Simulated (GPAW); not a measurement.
Wanted: an ASE script for a GPAW 26.7.0 run.

| Quantity | Value |
| --- | --- |
| Task | dielectric tensor |
| Functional | PBE |
| Potentials or basis | GPAW PAW data sets (gpaw-data 1.2.1) |
| Cutoff | 450 eV |
| Basis | pw |
| k mesh | 6 × 6 × 6 |
| Occupations | fermi-dirac, width 0.001 eV |
| Spin | no spin polarisation |
| Response ecut | 80 eV |
| Maxiter | 150 |
| Response k mesh | 18 × 18 × 18 |
| Response bands | 30 |
| Kernels | ["RPA"] |
| Coarser k mesh | 18 × 18 × 18 |

The system is SnTe.

```
Te Sn
1.0
     0.00000    3.15085    3.15085
     3.15085    0.00000    3.15085
     3.15085    3.15085    0.00000
Te Sn
1 1
Direct
  0.50000 0.50000 0.50000
  0.00000 0.00000 0.00000
```

The input as run:

run.py

```python
import numpy as np
from ase import Atoms
from ase.dft.bandgap import bandgap
from ase.io import write
from gpaw import GPAW, PW
from gpaw.response.df import DielectricFunction

atoms = Atoms(['Te', 'Sn'],
              cell=[[0.0, 3.15085, 3.15085],
                    [3.15085, 0.0, 3.15085],
                    [3.15085, 3.15085, 0.0]],
              scaled_positions=[[0.5, 0.5, 0.5],
                                [0.0, 0.0, 0.0]],
              pbc=True)

calc = GPAW(mode=PW(450),
            xc='PBE',
            kpts={'size': (6, 6, 6), 'gamma': True},
            occupations={'name': 'fermi-dirac', 'width': 0.001},
            nbands=19,
            convergence={'density': 1e-06},
            maxiter=150,
            txt='gpaw.txt')
atoms.calc = calc
energy = atoms.get_potential_energy()
calc.write('gs.gpw')
write('result.traj', atoms)
print(f'Energy: {energy:.6f} eV')
print('Fermi level:', round(calc.get_fermi_level(), 4), 'eV')
print(f'Gap: {bandgap(calc)[0]:.4f} eV, direct: {bandgap(calc, direct=True)[0]:.4f} eV')

for size in [(18, 18, 18)]:
    name = 'x'.join(str(n) for n in size)
    dense = calc.fixed_density(kpts={'size': size, 'gamma': True},
                               nbands=36, convergence={'bands': 30, 'eigenstates': 1e-7},
                               update_fermi_level=True, txt=f'dense-{name}.txt')
    dense.write(f'{name}.gpw', mode='all')
    df = DielectricFunction(f'{name}.gpw', frequencies=np.array([0.0]), hilbert=False, eta=0.001,
                            ecut=80, nbands=30, intraband=False, txt=f'df-{name}.txt')
    for xc in ['RPA']:
        for direction in ['x', 'y', 'z', [0, 1, 1], [1, 0, 1], [1, 1, 0]]:
            e0, e = df.get_macroscopic_dielectric_constant(xc=xc, direction=direction)
            print(f'{name} {xc} {direction}: {e0:.4f} without, {e:.4f} with local fields')
```

Potentials or basis: GPAW PAW data sets (gpaw-data 1.2.1), pw.

Launch:

```sh
$ OMP_NUM_THREADS=1 python run.py
```

Results of the run:

```json
{"Band gap on the k mesh": "0.11 eV, direct", "Electronic dielectric tensor (diagonal)": "75.69"}
```

Caveat: the gap is small at this level, which inflates the dielectric constant; the long-wavelength limit can be off by a per cent or two; spin-orbit coupling is left out, which moves the levels of the heavy elements.

Run time: 3.7 min on 1 thread of Arm Neoverse V2, with other jobs on the host, peak memory 0.51 GiB.
